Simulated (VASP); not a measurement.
Here is a VASP 6.6.1 calculation.

The input INCAR:

```
SYSTEM = BaTiO3
ALGO     = Normal         ! electronic algorithm
EDIFF    = 1E-7           ! SCF threshold, eV
EDIFFG   = -0.005         ! ionic threshold
ENCUT    = 600            ! plane-wave cutoff, eV
IBRION   = 2              ! ionic algorithm
ISIF     = 3              ! what is computed and relaxed
ISMEAR   = 0              ! smearing method
KPAR     = 2            
LASPH    = .TRUE.         ! aspherical terms in the spheres
LCHARG   = .FALSE.        ! write CHGCAR
LMIXTAU  = .TRUE.       
LREAL    = .FALSE.        ! projectors in reciprocal space
LWAVE    = .FALSE.        ! write WAVECAR
METAGGA  = R2SCAN         ! meta-GGA
NELM     = 80             ! most SCF steps
NSW      = 90             ! ionic steps
PREC     = Accurate       ! precision mode
SIGMA    = 0.03           ! smearing width, eV
```

Contents of KPOINTS:

```
k-points
0
G
  9 9 7
  0 0 0
```

The input POSCAR:

```
BaTiO3                                  
1.0
    2.8489649258      1.6448506668      2.3358455352
   -2.8489649258      1.6448506668      2.3358455352
   -0.0000000000     -3.2897013336      2.3358455352
  Ba              Ti              O             
     1     1     3
Direct
     0.9975238466930455    0.9975238466930455    0.9975238466930454
     0.4843409164932311    0.4843409164932311    0.4843409164932315
     0.5092476029514712    0.5092476029514712    0.0188400309107783
     0.0188400309107783    0.5092476029514715    0.5092476029514713
     0.5092476029514715    0.0188400309107783    0.5092476029514713
```

Potentials or basis: VASP PAW PBE potentials, release 64 (Ba_sv, Ti_sv, O).

Command:

```bash
$ cat potpaw_PBE.64/Ba_sv/POTCAR potpaw_PBE.64/Ti_sv/POTCAR potpaw_PBE.64/O/POTCAR > POTCAR
$ mpirun -np 2 vasp_std > vasp.out
```

(1) What does it give for the band gap on the k mesh?

## Answers

(1) 2.81 eV, indirect (least direct gap 3.21 eV).

Caveat: spin-orbit coupling is left out, which moves the levels of the heavy elements; an odd mesh through Γ misses points on the zone boundary, where band edges often lie.
